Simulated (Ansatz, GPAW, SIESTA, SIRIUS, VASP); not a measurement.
# One calculation of TiAl3, 5 ways

```xyz
4
Lattice="-1.9111 1.9111 4.2807 1.9111 -1.9111 4.2807 1.9111 1.9111 -4.2807" Properties=species:S:1:pos:R:3 pbc="T T T"
Ti    0.0000    0.0000    0.0000
Al    1.9111    0.0000    2.1403
Al    0.0000    1.9111    2.1403
Al    0.0000    0.0000    4.2807
```

The cell comes from a database or a generator and needn't be the stable form of this composition.

Alike in all runs: task single point; functional PBEsol; k mesh 10 × 10 × 10; occupations fermi-dirac, width 0.05 eV; no spin polarisation; no spin-orbit coupling. Pressure is positive in compression and, in plane waves, holds the error of the finite cutoff.

```tsv
program and potentials	plane-wave cutoff (eV)	notes	band gap (eV)	pressure (GPa)
SIRIUS, PseudoDojo 0.4.1 PBEsol standard (scalar relativistic)	1152	-	no gap	-0.59
GPAW, PAW data sets generated for this functional	600	-	no gap	-0.37
Ansatz, all-electron LAPW, scalar-relativistic	-	-	no gap	-0.53
SIESTA, files PseudoDojo sr-pbesol-0.4.1-standard, DZP (energy shift 0.003 Ry; two zetas on semicore shells)	-	atomic basis	no gap	-0.06
VASP, PBE PAW files Al, Ti_sv, 520 eV	520	potentials made for PBE	?	?
```

Problem. Estimate from the other rows what the run with VASP, PBE PAW files Al, Ti_sv, 520 eV gave.

Solution. No band gap; pressure -0.39 GPa. The other rows, which needn't bracket it: pressure -0.59 to -0.06.
